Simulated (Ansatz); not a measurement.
Born–Oppenheimer molecular dynamics of a periodic cell of 16 atoms, WC (start crystal WC, start structure P-6m2, volume 1.1 times the crystal's). It goes on from the last frame of an earlier run, with new velocities.

All numbers below come from DFT PBE-D3(BJ), scalar-relativistic, plane waves, PAW in Ansatz 0.2.0. Settings: accuracy low, PAW set soft_1, cutoff 420 eV, k mesh 2x2x2, fermi-dirac smearing 0.17 eV, no spin polarisation.

```yaml
ensemble: NPT, Langevin
time_step: 1.5 fs
steps_asked: 130
set_temperature: 1400 K
friction: 0.01 /fs
pressure: 0 GPa
seed: 144432
```

First frame:

```xyz
16
Lattice="-2.9501 -5.1097 0.0000 4.4251 -2.5548 0.0000 0.0000 0.0000 5.7915" Properties=species:S:1:pos:R:3
W 0.216 -5.089 -0.121
C 1.545 -4.310 1.456
W 0.016 -4.963 2.920
C 1.739 -4.006 4.271
W -1.306 -2.456 -0.223
C 0.132 -1.679 1.345
W -1.332 -2.479 2.864
C 0.147 -1.729 4.506
W 1.648 -2.520 -0.081
C 3.055 -1.748 1.330
W 1.677 -2.397 2.729
C 3.148 -1.907 4.267
W 0.138 -0.010 -0.010
C -1.305 -4.211 1.528
W 0.176 -0.014 2.795
C -1.420 -4.216 4.396
```

(1) What does the run give?

(2) What happens to the structure?

(3) How do temperature and energy run in time?

Results:

(1) All steps were run.

```yaml
steps_done: 130
time_covered: 195 fs
mean_temperature_over_the_second_half: 1563 K
spread_of_the_potential_energy_over_the_second_half: 39.9 meV per atom
mean_potential_energy_of_the_second_half_above_the_start: -12.5 meV per atom
mean_pressure_over_the_second_half: -1.0 GPa
```

The conserved energy stayed within 0.52 meV per atom of its start (net change -0.26 meV per atom), so the integration is sound. The mean temperature of the second half is 12 % above the set value. A run of 0.2 ps of so small a system gives no equilibrium averages. Limits of this set-up: coarse k mesh, low accuracy level. The cell's volume went from 175 to 173 Å³.

(2) Mean squared displacements from the first frame to the last, about the centre of mass, the cell's change included: W 0.03 Å², C 0.10 Å². The details hang on the random start.

(3) 
```tsv
time (fs)	T (K)	potential energy less start (eV)	conserved less start (meV/atom)	P (GPa)	volume (Å³)
0	1312	0.000	0.00	-8.8	174.6
6	1374	0.310	0.20	-7.4	174.3
12	1391	-0.150	0.20	-8.0	174.1
18	1810	-1.240	-0.14	-9.1	173.6
24	1940	-1.766	-0.39	-7.4	172.6
30	1357	-0.770	0.12	-2.5	171.5
36	1066	0.047	0.44	2.0	170.1
42	1360	-0.400	0.13	2.9	169.2
48	1721	-0.725	-0.29	3.9	168.6
54	1332	-0.208	0.12	5.6	168.4
60	1221	0.027	0.30	6.1	168.5
66	1253	-0.453	0.14	3.7	168.8
72	1633	-1.265	-0.04	0.4	169.3
78	1546	-1.291	0.10	-1.6	169.9
84	1376	-1.029	0.21	-1.7	170.1
90	1382	-0.702	0.07	-0.7	169.8
96	1391	-0.583	0.22	0.7	169.3
102	1704	-0.856	-0.09	1.5	168.9
108	1578	-0.722	-0.02	2.7	168.8
114	1182	-0.202	0.31	4.2	168.6
120	1076	-0.065	0.37	3.7	168.8
126	1235	-0.394	0.23	0.9	169.4
132	1789	-1.008	-0.09	-1.8	170.1
138	1856	-1.033	-0.24	-3.1	171.0
144	1338	0.023	0.22	-1.2	171.6
150	1213	0.451	0.28	-0.4	171.9
156	1701	-0.336	-0.07	-3.8	172.5
162	2110	-0.900	-0.25	-6.7	173.1
168	1861	-0.602	-0.13	-6.2	173.2
174	1827	0.223	-0.20	-3.0	173.0
180	1335	1.075	0.23	-0.4	172.7
186	1308	0.965	0.16	-0.2	172.4
192	1655	0.260	-0.20	-2.6	172.6
```

Run time: 17 min on 1 thread of Intel(R) Xeon(R) Platinum 8259CL CPU @ 2.50GHz (Skylake/Cascade Lake) (shared host), peak memory 0.61 GiB.
